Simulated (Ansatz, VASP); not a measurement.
SiC (Moissanite 3C): VASP beside Ansatz

```
CELL_PARAMETERS angstrom
0.00000 2.17900 2.17900
2.17900 0.00000 2.17900
2.17900 2.17900 0.00000
ATOMIC_POSITIONS crystal
Si 0.00000 0.00000 0.00000
C 0.75000 0.75000 0.75000
```

Alike in both runs: task band structure; functional PBEsol0; k mesh 5 × 5 × 5; occupations fermi-dirac, width 0.05 eV; no spin polarisation.

|  | VASP | Ansatz |
| --- | --- | --- |
| version | VASP 6.6.1 | Ansatz 0.2.0 |
| potentials or method | VASP PAW PBE potentials, release 64 (Si, C) | Ansatz PAW |
| plane-wave cutoff (eV) | 520 | 420 |
| valence electrons in the cell | 8 | 8 |

|  | VASP | Ansatz | Ansatz less VASP |
| --- | --- | --- | --- |
| gap on the k mesh at the Fermi level (eV) | 3.40 | 3.39 | -0.012 |
| least direct gap on the mesh (eV) | 6.70 | 6.68 | -0.020 |
| gap along the band path (eV) | 2.90 | 2.88 | -0.013 |
| pressure (GPa) | -3.9 | -3.8 | +0.11 |

Caveats: the k mesh is coarse (spacing up to 0.50 Å⁻¹), so the values aren't converged, least of all with exact exchange; the PAW data sets were made with another functional, which shifts forces and pressure a little (VASP); the PAW data sets come from PBE, with cores solved anew for the run's functional, which leaves a small shift of forces and pressure (Ansatz); the thresholds are loose for stress (Ansatz).
